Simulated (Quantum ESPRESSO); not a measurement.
# MgS (Niningerite) (P1) in Quantum ESPRESSO: convergence with density cutoff

Aim: find how far density cutoff must go before the results for MgS (Niningerite) settle, at PBEsol. This setting moves, with any that are tied to it; all else stays.

Program: Quantum ESPRESSO 7.5. These are calculated values, not measurements. Logs are shortened: lines on timing, memory, paths and dates and some standing lists are left out, and cuts for length are marked.

## (1) The cell of the first run

The typed cell holds 2 atoms: a = 3.679 Å, b = 3.679 Å, c = 3.679 Å, α = 60.00°, β = 60.00°, γ = 60.00°.

The cell isn't the ideal one: atoms moved at random, drawn with an rms of 0.02 Å.

## (2) With density cutoff 180 Ry

The input, pw.in:

```
&CONTROL
  calculation = 'scf'
  prefix = 'pwscf'
  outdir = './tmp'
  pseudo_dir = './pseudo'
  tprnfor = .true.
  tstress = .true.
  disk_io = 'nowf'
/
&SYSTEM
  ibrav = 0
  nat = 2
  ntyp = 2
  ecutwfc = 45
  ecutrho = 180
  nbnd = 14
  occupations = 'smearing'
  smearing = 'gaussian'
  degauss = 0.00999582
/
&ELECTRONS
  conv_thr = 4d-10
  electron_maxstep = 120
  mixing_beta = 0.5
/
ATOMIC_SPECIES
S     32.0600 s_pbesol_v1.4.uspp.F.UPF
Mg    24.3050 mg_pbesol_v1.4.uspp.F.UPF
CELL_PARAMETERS angstrom
   0.0000000000    2.6016500000    2.6016500000
   2.6016500000    0.0000000000    2.6016500000
   2.6016500000    2.6016500000    0.0000000000
ATOMIC_POSITIONS crystal
S      0.4987680000    0.5010940000    0.5043800000
Mg    -0.0033640000    0.0018520000    0.0027120000
K_POINTS automatic
9 9 9 0 0 0
```

Potentials or basis: GBRV 1.5 PBEsol.

The run is started by

```bash
$ OMP_NUM_THREADS=1 pw.x -in pw.in > pw.out
```

Wall time 75 s (1 thread of Arm Neoverse V2, shared host); peak memory 0.16 GiB.

What came out:

| Property | Result |
| --- | --- |
| Free energy | -2031.9574 eV |
| Pressure | -1.1 GPa |
| Largest force | 0.030 eV/Å |
| Band gap on the k mesh | 2.84 eV, indirect (least direct gap 3.59 eV) |

## (3) With density cutoff 225 Ry

Changes to pw.in since step 2:

```diff
@@ -14,3 +14,3 @@
   ecutwfc = 45
-  ecutrho = 180
+  ecutrho = 225
   nbnd = 14
```

Potentials or basis: GBRV 1.5 PBEsol.

The run is started by

```bash
$ OMP_NUM_THREADS=1 pw.x -in pw.in > pw.out
```

Wall time 77 s (1 thread of Arm Neoverse V2, shared host); peak memory 0.17 GiB.

Results:

| Item | Value |
| --- | --- |
| Free energy | -2031.9574 eV |
| Pressure | -1.1 GPa |
| Largest force | 0.030 eV/Å |
| Band gap on the k mesh | 2.84 eV, indirect (least direct gap 3.59 eV) |

## (4) With density cutoff 270 Ry

Changes to pw.in since step 3:

```diff
@@ -14,3 +14,3 @@
   ecutwfc = 45
-  ecutrho = 225
+  ecutrho = 270
   nbnd = 14
```

The run is started by

```bash
$ OMP_NUM_THREADS=1 pw.x -in pw.in > pw.out
```

Run time: 77 s. Hardware: 1 thread of Arm Neoverse V2, shared host; peak memory 0.19 GiB.

Results:

| Item | Value |
| --- | --- |
| Free energy | -2031.9575 eV |
| Pressure | -1.1 GPa |
| Largest force | 0.030 eV/Å |
| Band gap on the k mesh | 2.84 eV, indirect (least direct gap 3.59 eV) |

## (5) With density cutoff 315 Ry

Changes to pw.in since step 4:

```diff
@@ -14,3 +14,3 @@
   ecutwfc = 45
-  ecutrho = 270
+  ecutrho = 315
   nbnd = 14
```

The run is started by

```bash
$ OMP_NUM_THREADS=1 pw.x -in pw.in > pw.out
```

It took 78 s on 1 thread of Arm Neoverse V2, shared host; peak memory 0.21 GiB.

Results:

| Quantity | Value |
| --- | --- |
| Free energy | -2031.9576 eV |
| Pressure | -1.1 GPa |
| Largest force | 0.030 eV/Å |
| Band gap on the k mesh | 2.84 eV, indirect (least direct gap 3.59 eV) |

## (6) With density cutoff 360 Ry

Changes to pw.in since step 5:

```diff
@@ -14,3 +14,3 @@
   ecutwfc = 45
-  ecutrho = 315
+  ecutrho = 360
   nbnd = 14
```

Potentials or basis: GBRV 1.5 PBEsol.

The run is started by

```bash
$ OMP_NUM_THREADS=1 pw.x -in pw.in > pw.out
```

Run time: 79 s. Hardware: 1 thread of Arm Neoverse V2, shared host; peak memory 0.23 GiB.

It converged, with:

```yaml
Free_energy: -2031.9575 eV
Pressure: -1.1 GPa
Largest_force: 0.030 eV/Å
Band_gap_on_the_k_mesh: 2.84 eV, indirect (least direct gap 3.59 eV)
```

## (7) With density cutoff 450 Ry

Changes to pw.in since step 6:

```diff
@@ -14,3 +14,3 @@
   ecutwfc = 45
-  ecutrho = 360
+  ecutrho = 450
   nbnd = 14
```

The run is started by

```bash
$ OMP_NUM_THREADS=1 pw.x -in pw.in > pw.out
```

Run time: 81 s. Hardware: 1 thread of Arm Neoverse V2, shared host; peak memory 0.27 GiB.

It converged, with:

```yaml
Free_energy: -2031.9575 eV
Pressure: -1.1 GPa
Largest_force: 0.030 eV/Å
Band_gap_on_the_k_mesh: 2.84 eV, indirect (least direct gap 3.59 eV)
```

## (8) With density cutoff 540 Ry

Changes to pw.in since step 7:

```diff
@@ -14,3 +14,3 @@
   ecutwfc = 45
-  ecutrho = 450
+  ecutrho = 540
   nbnd = 14
```

The run is started by

```bash
$ OMP_NUM_THREADS=1 pw.x -in pw.in > pw.out
```

Wall time 82 s (1 thread of Arm Neoverse V2, shared host); peak memory 0.31 GiB.

The run converged. Its results:

```yaml
Free_energy: -2031.9575 eV
Pressure: -1.1 GPa
Largest_force: 0.030 eV/Å
Band_gap_on_the_k_mesh: 2.84 eV, indirect (least direct gap 3.59 eV)
```

## (9) With density cutoff 720 Ry

Changes to pw.in since step 8:

```diff
@@ -14,3 +14,3 @@
   ecutwfc = 45
-  ecutrho = 540
+  ecutrho = 720
   nbnd = 14
```

Potentials or basis: GBRV 1.5 PBEsol.

The run is started by

```bash
$ OMP_NUM_THREADS=1 pw.x -in pw.in > pw.out
```

pw.out:

```text
This program is part of the open-source Quantum ESPRESSO suite
     for quantum simulation of materials; please cite
[... 6 lines left out ...]
     --------------------
     sticks:   dense  smooth     PW     G-vecs:    dense   smooth      PW
     Sum        2407     595    187                77665     9721    1687

     Using Slab Decomposition

     bravais-lattice index     =            0
     lattice parameter (alat)  =       6.9528  a.u.
     unit-cell volume          =     237.6694 (a.u.)^3
     number of atoms/cell      =            2
     number of atomic types    =            2
     number of electrons       =        16.00
     number of Kohn-Sham states=           14
     kinetic-energy cutoff     =      45.0000  Ry
     charge density cutoff     =     720.0000  Ry
     scf convergence threshold =      4.0E-10
     mixing beta               =       0.5000
     number of iterations used =            8  plain     mixing
     Exchange-correlation= SLA  PW   PSX  PSC
                           (   1   4  10   8   0   0   0)

     celldm(1)=   6.952848  celldm(2)=   0.000000  celldm(3)=   0.000000
     celldm(4)=   0.000000  celldm(5)=   0.000000  celldm(6)=   0.000000

     crystal axes: (cart. coord. in units of alat)
               a(1) = (   0.000000   0.707107   0.707107 )
               a(2) = (   0.707107   0.000000   0.707107 )
               a(3) = (   0.707107   0.707107   0.000000 )

     reciprocal axes: (cart. coord. in units 2 pi/alat)
               b(1) = ( -0.707107  0.707107  0.707107 )
               b(2) = (  0.707107 -0.707107  0.707107 )
               b(3) = (  0.707107  0.707107 -0.707107 )

     PseudoPot. # 1 for S  read from file:
     s_pbesol_v1.4.uspp.F.UPF
     Pseudo is Ultrasoft + core correction, Zval =  6.0
     Generated by new atomic code, or converted to UPF format
     Using radial grid of  907 points,  6 beta functions with:
                l(1) =   0
                l(2) =   0
                l(3) =   1
                l(4) =   1
                l(5) =   2
                l(6) =   2
     Q(r) pseudized with  8 coefficients,  rinner =    1.300   1.300   1.300
                                                       1.300   1.300

     PseudoPot. # 2 for Mg read from file:
     mg_pbesol_v1.4.uspp.F.UPF
     Pseudo is Ultrasoft, Zval = 10.0
     Generated by new atomic code, or converted to UPF format
     Using radial grid of  821 points,  7 beta functions with:
                l(1) =   0
                l(2) =   0
                l(3) =   0
                l(4) =   1
                l(5) =   1
                l(6) =   2
                l(7) =   2
     Q(r) pseudized with  8 coefficients,  rinner =    1.200   1.200   1.200
                                                       1.200   1.200

     atomic species   valence    mass     pseudopotential
     S                 6.00    32.06000     S ( 1.00)
     Mg               10.00    24.30500     Mg( 1.00)

     No symmetry found

   Cartesian axes

     site n.     atom                  positions (alat units)
         1        S      tau(   1) = (   0.7109775   0.7093328   0.7070092  )
         2        Mg     tau(   2) = (   0.0032272  -0.0004610  -0.0010691  )

     number of k points=   365  Gaussian smearing, width (Ry)=  0.0100

     Number of k-points >= 100: set verbosity='high' to print them.

     Dense  grid:    77665 G-vectors     FFT dimensions: (  60,  60,  60)

     Smooth grid:     9721 G-vectors     FFT dimensions: (  30,  30,  30)

     Initial potential from superposition of free atoms

     starting charge      15.6997, renormalised to      16.0000
     Starting wfcs are    9 randomized atomic wfcs +    5 random wfcs

     Self-consistent Calculation

     iteration #  1     ecut=    45.00 Ry     beta= 0.50
     Davidson diagonalization with overlap
     ethr =  1.00E-02,  avg # of iterations =  7.6

     Threshold (ethr) on eigenvalues was too large:
     Diagonalizing with lowered threshold

     Davidson diagonalization with overlap
     ethr =  9.79E-04,  avg # of iterations =  1.1

     total energy              =    -149.32216710 Ry
     estimated scf accuracy    <       0.15576693 Ry

     iteration #  2     ecut=    45.00 Ry     beta= 0.50
     Davidson diagonalization with overlap
     ethr =  9.74E-04,  avg # of iterations =  2.0

     total energy              =    -149.34595921 Ry
     estimated scf accuracy    <       0.00798994 Ry

     iteration #  3     ecut=    45.00 Ry     beta= 0.50
     Davidson diagonalization with overlap
     ethr =  4.99E-05,  avg # of iterations =  4.0

     total energy              =    -149.34602971 Ry
     estimated scf accuracy    <       0.00127805 Ry

     iteration #  4     ecut=    45.00 Ry     beta= 0.50
     Davidson diagonalization with overlap
     ethr =  7.99E-06,  avg # of iterations =  3.3

     total energy              =    -149.34611391 Ry
     estimated scf accuracy    <       0.00003475 Ry

     iteration #  5     ecut=    45.00 Ry     beta= 0.50
     Davidson diagonalization with overlap
     ethr =  2.17E-07,  avg # of iterations =  2.7

     total energy              =    -149.34612013 Ry
     estimated scf accuracy    <       0.00000102 Ry

     iteration #  6     ecut=    45.00 Ry     beta= 0.50
     Davidson diagonalization with overlap
     ethr =  6.36E-09,  avg # of iterations =  3.9

     total energy              =    -149.34612090 Ry
     estimated scf accuracy    <       0.00000009 Ry

     iteration #  7     ecut=    45.00 Ry     beta= 0.50
     Davidson diagonalization with overlap
     ethr =  5.40E-10,  avg # of iterations =  2.1

     total energy              =    -149.34612096 Ry
     estimated scf accuracy    <          7.2E-09 Ry

     iteration #  8     ecut=    45.00 Ry     beta= 0.50
     Davidson diagonalization with overlap
     ethr =  4.52E-11,  avg # of iterations =  2.2

     End of self-consistent calculation

     Number of k-points >= 100: set verbosity='high' to print the bands.

     the Fermi energy is     8.0242 ev

!    total energy              =    -149.34612098 Ry
     estimated scf accuracy    <          1.6E-11 Ry
     smearing contrib. (-TS)   =      -0.00000000 Ry
     internal energy E=F+TS    =    -149.34612098 Ry

     The total energy is F=E-TS. E is the sum of the following terms:
     one-electron contribution =     -98.58263885 Ry
     hartree contribution      =      51.05661352 Ry
     xc contribution           =     -25.10705763 Ry
     ewald contribution        =     -76.71303801 Ry

     convergence has been achieved in   8 iterations

     Forces acting on atoms (cartesian axes, Ry/au):

     atom    1 type  1   force =    -0.00025572   -0.00106884   -0.00038629
     atom    2 type  2   force =     0.00025572    0.00106884    0.00038629

     Total force =     0.001647     Total SCF correction =     0.000003

     Computing stress (Cartesian axis) and pressure

          total   stress  (Ry/bohr**3)                   (kbar)     P=      -10.54
  -0.00007191  -0.00000002  -0.00000001          -10.58       -0.00       -0.00
  -0.00000002  -0.00007114  -0.00000003           -0.00      -10.47       -0.01
  -0.00000001  -0.00000003  -0.00007185           -0.00       -0.01      -10.57

=------------------------------------------------------------------------------=
   JOB DONE.
=------------------------------------------------------------------------------=
```

Run time: 86 s. Hardware: 1 thread of Arm Neoverse V2, shared host; peak memory 0.42 GiB.

What came out:

| Quantity | Value |
| --- | --- |
| Free energy | -2031.9575 eV |
| Pressure | -1.1 GPa |
| Largest force | 0.030 eV/Å |
| Band gap on the k mesh | 2.84 eV, indirect (least direct gap 3.59 eV) |

## (10) Result

```csv
density cutoff,"energy less the tightest run, at zero smearing (meV/atom)",SCF cycles,CPU time (s),peak memory (GiB)
180 Ry,0.05,8,75,0.16
225 Ry,0.04,8,77,0.17
270 Ry,0.00,8,77,0.19
315 Ry,-0.03,8,78,0.21
360 Ry,-0.02,8,79,0.23
450 Ry,-0.01,8,81,0.27
540 Ry,0.00,8,82,0.31
720 Ry,0.00,8,86,0.42
```

Against the tightest run, the energy stays within 1 meV/atom from 180 Ry on. The tightest run that finished is the yardstick and may itself not be fully converged.

Caveats: an odd mesh through Γ misses points on the zone boundary, where band edges often lie.
